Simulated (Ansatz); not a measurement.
# VSe2 monolayer (2H): phonons and vibrational spectra, part 3 of 3

Wanted: phonon frequencies of VSe2 monolayer (2H) and what follows from them.

Ansatz 0.2.0; DFT PBE, scalar-relativistic, plane waves, PAW.

So far. Step 4 (Relaxing to small forces for the phonons): The largest force component left is 0.022 meV/Å, within the tolerances set. Step 5 (Modes at Γ): Before it was imposed, the acoustic sum rule was missed by 6.6e-5 eV/Å². Small misses are needed for a sound result but don't prove that mesh and cutoff are converged. The lowest optical mode is real, 118 cm⁻¹.

**6. The dispersion**

Stability and thermal properties need the whole zone. Linear response on a 6×6×1 q mesh gives force constants as far as a supercell of that size would.

input.yaml reads:

```yaml
crystal:
  lattice:
    - [3.3395829188, 0.0, 0.0]
    - [-1.6697914594, 2.8921636457, 0.0]
    - [0.0, 0.0, 30.46]
  atoms:
    - { symbol: V, position: [0.3333333333, 0.6666666667, 0.3282994091], spin: 1.02 }
    - { symbol: Se, position: [0.6666666667, 0.3333333333, 0.3807764225] }
    - { symbol: Se, position: [0.6666666667, 0.3333333333, 0.2758223956] }
  periodic: [true, true, false]
kpoints:
  mp_grid: { grid: [12, 12, 1] }
hamiltonian:
  xc: pbe
scf:
  occupations: { method: gaussian, width: 0.01 }
output:
  eigenvalues: true
  populations: true
magnetization:
  spin_polarized: true
phonons:
  method: dfpt
  qmesh: [6, 6, 1]
  temperatures: { t_max: 1000, t_step: 50 }
  qpath:
    path:
      - [0.0, 0.0, 0.0]
      - [0.5, 0.0, 0.0]
      - [0.33333333, 0.33333333, 0.0]
      - [0.0, 0.0, 0.0]
    npoints: 10
```

On the command line:

```sh
$ ansatz run input.yaml --threads 8 --pin off --max-ram 14336MiB --backend cpu --events-out ev --progress --plain --runs-dir out
```

Numbers of over 12 decimals in the logs are rounded to 6 here.

Log:

```text
[...]
Crystal: 3 atoms, lattice volume = 294.202 Å³
Basis set: ecut = 420 eV, 5801 PW (Γ), exchange–correlation on 48×48×432 points (8 copies of the dense FFT grid, shifted against one another)
Bands: 28, of which v1, the nominal top of the filled ones, is band 23 counted from 1 (22 counted from 0)
Symmetry: 12 space group operations
[...]
k-points: 19 of 144 (time reversal used)
[...]
Starting moments: Σ|m| = 1.02 μB on 1 of 3 sites
[...]
SCF 1 converged in 12 iterations: F = -13852.705244 eV  dr2 = 1.53e-10
[...]
k-points: 19 of 144 (irreducible under 6 space group operations, time reversal used)
[...]
SCF iter   7: F=-13852.705244 eV  HF=-13852.705244 eV  |F-HF|=2.91e-11  |Δ(HF+E_count)|=  1.46e-11  Δρ=2.33e-8 (↑2.33e-8 ↓1.66e-8)  dr2=8.84e-12  dr2_m=3.58e-14  M=1.000 μB ∫|m|=1.320 μB  ethr=1.00e-12  ⟨swp⟩=8.1  Hψ=6171  notcnv=0
SCF 2 converged in 7 iterations: F = -13852.705244 eV  dr2 = 8.84e-12
NSCF: frozen V_eff on 19 k-points
WARN: eigensolver did not converge (σ=↑ k=0): 1 band(s) unlocked after 20 sweeps at ethr=1.34e-12 eV (storage-precision floor; scheduled 1.00e-12 eV) (lowest unlocked band 27, counted from 0; max residual 1.70e-3 eV among the unlocked bands, 1.70e-3 eV over every band; other slots of this pass that fall short are told together in one closing line; warning suppressed until the next SCF loop or pass starts)
WARN: eigensolver did not converge in 38 slots of this pass, the one above among them; of largest residual over every band (σ=↓ k=13): 1 band(s) unlocked (lowest unlocked band 27, counted from 0; max residual 1.73e-2 eV among the unlocked bands, 1.73e-2 eV over every band); of lowest unlocked band (σ=↑ k=0): band 27
[...]
DFPT response loops at q = (0, 0, 0) (fractional): preconditioner auto → none (the input reference at scf.mixing.eps_inf says where Resta's filter doesn't serve); β = 0.30; Broyden in place of MSR1
[...]
SCF converged after 7 iterations
Magnetization: 1.0000 μB (23.0000 up, 22.0000 down)
Absolute magnetization: 1.3133 μB (∫|ρ↑−ρ↓|, with the PAW one-centre terms)
[...]
Per-site moments (μB) at R_I (Å): [(0.926006, 1.033117), (-0.055196, 1.033117), (-0.055196, 1.033117)]
Free energy (F): -13852.705244 eV
[...]
Internal energy: -13852.705244 eV  (E = F + TS)
E sigma→0 (E₀):  -13852.705244 eV
Fermi energy:    -5.427062 eV
[...]
--- Band table (eV; the first three rows and the last of 38) ---
  k-point 0 ↑: bands = [... 19 lower, -6.9171, -6.2507, -6.2507, -5.5795, -2.8438, -2.8438, -2.7828, -2.7828, ... 1 higher]
  k-point 1 ↑: bands = [... 19 lower, -7.0685, -6.3684, -6.2152, -5.6145, -3.1858, -3.1715, -2.9382, -2.7761, ... 1 higher]
  k-point 2 ↑: bands = [... 19 lower, -6.9941, -6.6582, -6.3081, -5.7573, -3.7991, -3.5770, -3.3195, -2.6248, ... 1 higher]
  k-point 18 ↓: bands = [... 19 lower, -8.4875, -8.3802, -6.7043, -4.6136, -3.5988, -3.0110, -2.8070, -1.9162, ... 1 higher]
--- Phonons (Γ-DFPT): 6 representative perturbations + reference (Σ response iterations 21) ---
  ASR residual: 5.327e-5 → 0.000e0 eV/Å²; symmetrization residual: 8.720e-6 eV/Å²
[...]
ASR residual per site (eV/Å²): 3.68e-5 5.07e-5 5.33e-5
  Γ frequencies (cm⁻¹): 0.00 0.00 0.00 117.99 117.99 218.98 265.52 265.52 339.03
--- Phonons (arbitrary-q DFPT): 7 irreducible q on the 6×6×1 mesh ---
  q = [0.0000, 0.0000, 0.0000] (star 1, of the zone-centre solve; hermiticity 1.07e-6, symmetrization 6.87e-12, taken by the last average 1.92e-7): -0.00 -0.00 0.00 117.99 117.99 218.98 265.52 265.52 339.03
  q = [0.0000, 0.1667, 0.0000] (star 6, 9 solved perturbations on 78 of 144 k-point pairs; hermiticity 1.67e-6, symmetrization 3.72e-12, taken by the last average 8.03e-7): 28.38 52.47 89.09 123.49 137.67 203.04 270.07 287.62 323.77
[...]
q = [0.1667, 0.1667, 0.0000] (star 6, 6 solved perturbations in 666 linear systems a pass and spin channel, the states on 144 of 144 k-point pairs; hermiticity 1.39e-6, symmetrization 3.45e-11, taken by the last average 1.76e-6): 63.59 92.14 132.32 136.93 157.41 186.14 277.14 294.36 299.40
[...]
sum rule: each row above includes the acoustic sum rule's correction from the zone centre's row sums; it moved no ω² by more than (0.44 cm⁻¹)²
  mesh force constants: q→R imaginary residual 1.05e-18; ASR residual 5.327e-5 → 0.000e0 eV/Å²; symmetrization residual 5.329e-15 eV/Å²
  interpolated dispersion: 31 rows × 9 modes
  density of states and harmonic sums: on the 24×24×1 q-mesh, interpolated from the force constants of a 6×6×1 supercell (no non-analytic term)
  largest difference from the sums on the solved wave vectors: F 2.85e-2 eV, S 3.53e-5 and C_V 6.73e-6 eV/K
  zero-point energy: 0.102497 eV/cell   skipped modes (ω ≤ 0): 3   left out of the sums: 5.79e-4 of the cell's modes: C_V's classical limit lies that fraction below 3 k_B per atom; for a crystal, a wire or a layer, F and S can be off by more, and a phonons.interpolated_qmesh denser along its periods is the remedy for the sampling
--- Löwdin populations: 3 sites ---
  site symbol       q [e]    m [muB]
     0      V     12.3535     1.1762
     1     Se     16.2257    -0.1015
     2     Se     16.2257    -0.1015
  spilling = 0.004335 (of n_electrons = 45.000000)
```

Elapsed: 16 min, on 8 threads of Arm Neoverse V1, shared host; peak memory 5 GiB; 2 h of CPU time.

Numbers from this step:

```
magnetization                                              : 1.0000 μB
sum-rule residual before enforcement                       : 5.33e-5 eV/Å²
lowest frequency on the path                               : 0 cm⁻¹
highest frequency on the path or at a solved wavevector    : 339.0 cm⁻¹
mean frequency                                             : 183.8 cm⁻¹
lowest mode on the q mesh (acoustic modes at Γ apart)      : 28.38 cm⁻¹
zero-point energy per atom                                 : 34.17 meV
heat capacity at 300 K                                     : 23.13 J/(mol atoms K)
vibrational entropy at 300 K                               : 32.19 J/(mol atoms K)
edges of the widest gap between branches, on path and mesh : 219, 241.6 cm⁻¹
```

Frequencies (cm⁻¹) solved at each irreducible wavevector; negative means imaginary. Frequencies by wavevector, by row:

| q in reciprocal lattice units | star | mode 1 | mode 2 | mode 3 | mode 4 | mode 5 | mode 6 | mode 7 | mode 8 | mode 9 |
| --- | --- | --- | --- | --- | --- | --- | --- | --- | --- | --- |
| 0 0 0 | 1 | 0 | 0 | 0 | 118 | 118 | 219 | 265.5 | 265.5 | 339 |
| 0 0.1667 0 | 6 | 28.4 | 52.5 | 89.1 | 123.5 | 137.7 | 203 | 270.1 | 287.6 | 323.8 |
| 0 0.3333 0 | 6 | 79.8 | 91 | 133.3 | 150.5 | 165.9 | 184.6 | 270.4 | 282.7 | 308.8 |
| 0 -0.5 0 | 3 | 104.7 | 109.8 | 137.3 | 163.2 | 169.3 | 185.9 | 259.1 | 269.2 | 318.7 |
| 0.1667 0.1667 0 | 6 | 63.6 | 92.1 | 132.3 | 136.9 | 157.4 | 186.1 | 277.1 | 294.4 | 299.4 |
| 0.1667 0.3333 0 | 12 | 101.9 | 120.3 | 151.2 | 151.7 | 167.9 | 179.3 | 257.2 | 278.9 | 309.1 |
| 0.3333 0.3333 0 | 2 | 116.1 | 138.2 | 148.9 | 159.5 | 169.3 | 170.6 | 241.6 | 295.3 | 295.4 |

Interpolated from a 6×6×1 q mesh, without the LO-TO term. The phonon branches at the labelled points (cm⁻¹):

| point | branch 1 | branch 2 | branch 3 | branch 4 | branch 5 | branch 6 | branch 7 | branch 8 | branch 9 |
| --- | --- | --- | --- | --- | --- | --- | --- | --- | --- |
| Γ | 0 | 0 | 0 | 118 | 118 | 219 | 266 | 266 | 339 |
| halfway | 54 | 74 | 125 | 129 | 154 | 192 | 271 | 300 | 305 |
| M | 105 | 110 | 137 | 163 | 169 | 186 | 259 | 269 | 319 |
| halfway | 110 | 124 | 152 | 154 | 166 | 180 | 251 | 279 | 311 |
| K | 116 | 138 | 149 | 160 | 169 | 171 | 242 | 295 | 295 |
| halfway | 64 | 92 | 132 | 137 | 157 | 186 | 277 | 294 | 299 |
| Γ | 0 | 0 | 0 | 118 | 118 | 219 | 266 | 266 | 339 |

The phonon branches as a text plot (rows in cm⁻¹):

```
    332 |*******                                           ******
    318 |       **      ************                     **
    304 |         ******            *****  **************
    290 |     ****  **               **********     *******
    275 | ***************************          *****************
    261 |*****          **********             ***           ****
    247 |                         *************
    233 |
    219 |***                                                 ****
    205 |   ******                                       ****
    191 |         ******  ********                  *****
    177 |               ****      ******************
    162 |           **********************************
    148 |       ********        ********************  ***
    134 |     **  **************    ***********     *********
    120 |***********              **  *******  ***    ***********
    106 |       **      **************       **   **
     92 |           ******                     ***  **   **
     78 |     **  **  **                          **  ***
     64 |       **  **                              **   ****
     49 |   ****  **                                  ***
     35 |   **  **                                       *******
     21 | **  **                                           *****
      7 |*****                                               ****
         Γ                   M           K                      Γ
```

Tetrahedra on a 24×24×1 mesh, mean over bins of 5 cm-1. Interpolated from a 6×6×1 q mesh. Phonon density of states against wavenumber; read off at these points:

wavenumber (cm⁻¹), phonon density of states (1/cm⁻¹/cell) and a bar:
```
        2      0.003 #
       12      0.005 #
       22      0.006 ##
       28      0.007 ##
       38      0.008 ##
       48      0.010 ###
       58      0.012 ###
       68      0.015 ####
       72      0.016 ####
       82      0.020 #####
       92      0.026 #######
      102      0.043 ############
      112      0.033 #########
      122      0.039 ##########
      128      0.041 ###########
      138      0.065 ##################
      148      0.079 #####################
      158      0.061 #################
      168      0.111 ##############################
      172      0.015 ####
      182      0.073 ####################
      192      0.014 ####
      202      0.009 ##
      212      0.006 ##
      218      0.003 #
      228      0.000 
      238      0.000 
      248      0.013 ###
      258      0.025 #######
      268      0.043 ############
      272      0.106 ############################
      282      0.042 ###########
      292      0.025 #######
      302      0.055 ###############
      312      0.039 ###########
      318      0.026 #######
      328      0.007 ##
      338      0.005 #
```

The partial phonon density of states has structure finer than the step of the table below, so its rows give means over 20 cm⁻¹, whole bins alone (the curve runs from -10 to 359 cm⁻¹). Peaks (cm⁻¹: height): Se 73.6: 0.0199, 108.4: 0.0389, 147.9: 0.0615, 166.5: 0.0804, 182.7: 0.0613, 271.0: 0.0182; V 108.4: 0.0107, 271.0: 0.0727, 305.8: 0.0431.

Phonopy on the run's constants, 19x19x1 mesh, Gaussian sigma 2.6 cm-1. Interpolated from a 6×6×1 q mesh. The partial phonon density of states by wavenumber; means over each step; values in 1/cm⁻¹/cell:

| wavenumber (cm⁻¹) | Se | V |
| --- | --- | --- |
| 0 | 0.00142 | 4.5e-4 |
| 20 | 0.00421 | 0.00131 |
| 40 | 0.00705 | 0.00214 |
| 60 | 0.00908 | 0.00269 |
| 80 | 0.0156 | 0.00440 |
| 100 | 0.0292 | 0.00784 |
| 120 | 0.0327 | 0.00423 |
| 140 | 0.0533 | 0.00459 |
| 160 | 0.0591 | 0.00362 |
| 180 | 0.0430 | 7.3e-4 |
| 200 | 0.0101 | 6.2e-4 |
| 220 | 0.00231 | 7.8e-5 |
| 240 | 0.00138 | 0.00374 |
| 260 | 0.00711 | 0.0223 |
| 280 | 0.0109 | 0.0429 |
| 300 | 0.00852 | 0.0301 |
| 320 | 0.00411 | 0.0160 |
| 340 | 7.3e-4 | 0.00226 |

Harmonic thermodynamic functions per atom, from the density of states. Interpolated from a 6×6×1 q mesh. Thermodynamic functions, by row:

| T (K) | F_vib (meV/atom) | S (J/mol-atom/K) | C_V (J/mol-atom/K) |
| --- | --- | --- | --- |
| 0 | 34.17 | 0 | 0 |
| 100 | 30.01 | 10.5 | 14.61 |
| 200 | 12.21 | 23.16 | 21.21 |
| 300 | -16.72 | 32.19 | 23.13 |
| 400 | -53.74 | 38.96 | 23.89 |
| 500 | -97.01 | 44.34 | 24.25 |
| 600 | -145.3 | 48.78 | 24.45 |
| 700 | -197.9 | 52.56 | 24.58 |
| 800 | -254.1 | 55.85 | 24.66 |
| 900 | -313.5 | 58.75 | 24.72 |
| 1000 | -375.8 | 61.36 | 24.76 |

Symmetry leaves 7 wavevectors to solve. The lowest mode among them, the acoustic zeros apart, lies at q = (0, 0.167, 0) and is real, 28.4 cm⁻¹.

**7. Another isotope**

An isotope changes the mass and not the force constants, so no new electronic calculation is needed; the shifts show which modes move this element.

The same force constants with the mass of Se changed from 78.971 to 81.917 u (phonopy, no LO-TO term). Both lists are sorted by frequency; levels can cross, so a row need not hold one and the same mode. Modes under 3 cm⁻¹ are left out. Isotope shifts, by row:

| q | rank | natural mass (cm⁻¹) | changed mass (cm⁻¹) |
| --- | --- | --- | --- |
| 0 0 0 | 4 | 118 | 115.8 |
| 0 0 0 | 5 | 118 | 115.8 |
| 0 0 0 | 6 | 219 | 215 |
| 0 0 0 | 7 | 265.5 | 264.4 |
| 0 0 0 | 8 | 265.5 | 264.4 |
| 0 0 0 | 9 | 339 | 337.5 |
| 0 0.1667 0 | 1 | 28.38 | 27.98 |
| 0 0.1667 0 | 2 | 52.47 | 51.73 |
| 0 0.1667 0 | 3 | 89.1 | 87.82 |
| 0 0.1667 0 | 4 | 123.5 | 121.2 |
| 0 0.1667 0 | 5 | 137.7 | 135.2 |
| 0 0.1667 0 | 6 | 203 | 199.6 |
| 0 0.1667 0 | 7 | 270.1 | 269 |
| 0 0.1667 0 | 8 | 287.6 | 286.2 |
| 0 0.1667 0 | 9 | 323.8 | 322.4 |
| 0 0.3333 0 | 1 | 79.8 | 78.7 |
| 0 0.3333 0 | 2 | 90.96 | 89.59 |
| 0 0.3333 0 | 3 | 133.3 | 130.9 |
| 0 0.3333 0 | 4 | 150.5 | 148.3 |
| 0 0.3333 0 | 5 | 165.9 | 162.9 |
| 0 0.3333 0 | 6 | 184.6 | 181.3 |
| 0 0.3333 0 | 7 | 270.4 | 269.6 |
| 0 0.3333 0 | 8 | 282.7 | 281.5 |
| 0 0.3333 0 | 9 | 308.8 | 307.6 |
| 0 -0.5 0 | 1 | 104.7 | 103 |
| 0 -0.5 0 | 2 | 109.8 | 108.3 |
| 0 -0.5 0 | 3 | 137.3 | 134.8 |
| 0 -0.5 0 | 4 | 163.2 | 160.7 |
| 0 -0.5 0 | 5 | 169.3 | 166.3 |
| 0 -0.5 0 | 6 | 185.9 | 182.6 |
| 0 -0.5 0 | 7 | 259.1 | 257.8 |
| 0 -0.5 0 | 8 | 269.2 | 268.4 |
| 0 -0.5 0 | 9 | 318.7 | 317.7 |

A mode of this element alone would shift by -1.81 %. The highest zone-centre frequency without the field goes from 339.0 to 337.5 cm⁻¹ (-0.4 %). The product of the frequency ratios over all optical modes at Γ is 0.934; the product rule, (m/m′)^(3k/2) (M′/M)^(3/2) with k = 2 such atoms and M the mass of the cell, gives 0.934.

**8. Summary of results**

```json
{
 "space group after relaxation (within 0.01 Å)": "P-6m2",
 "area per atom": "3.22 Å²",
 "gap on the k-mesh": "0.233 eV",
 "highest optical mode at the zone centre (no LO-TO term)": "339 cm⁻¹",
 "lowest optical zone-centre mode": "118 cm⁻¹",
 "lowest mode on the q mesh (acoustic modes at Γ apart)": "28.4 cm⁻¹",
 "highest frequency on the path or at a solved wavevector": "339 cm⁻¹",
 "zero-point energy per atom": "34.2 meV",
 "heat capacity at 300 K": "23.1 J/(mol atoms K)",
 "vibrational entropy at 300 K": "32.2 J/(mol atoms K)",
 "imaginary modes on the 6×6×1 q mesh": "none",
 "net magnetic moment of the cell as run": "1.000 μB"
}
```

**Reading.** The structure is a minimum as far as tested: no mode is imaginary at the 7 irreducible wavevectors of the 6×6×1 mesh, and the softest away from the acoustic zeros lies at 28 cm⁻¹. Without the field, the optical modes at Γ span 118 to 339 cm⁻¹. The highest mode in this list at Γ, 339.0 cm⁻¹, is mostly motion of V (76 % of the kinetic energy). On the path and the mesh, the widest gap between branches runs from 219 to 242 cm⁻¹. The ferromagnetic order comes from parallel starting moments and need not be the ground state. In a sheet or slab the interpolated bending branch near Γ is rough, since the rotational sum rule isn't imposed. A phonon run warned that its eigensolver left some bands unconverged in a pass. The starting cell was built on a prototype and not taken from a measurement. These are harmonic frequencies at zero temperature: anharmonic shifts, linewidths and thermal expansion are left out.

[Logs are printed without paths, hosts, clocks, repeated set-up lines and the standing remarks that a program may print on its own settings, such as how far it seeks lower states.]

[Hosts, paths, dates, database ids (printed as entryN), source tags and the programs' standing remarks are cut or masked in the printed files.]
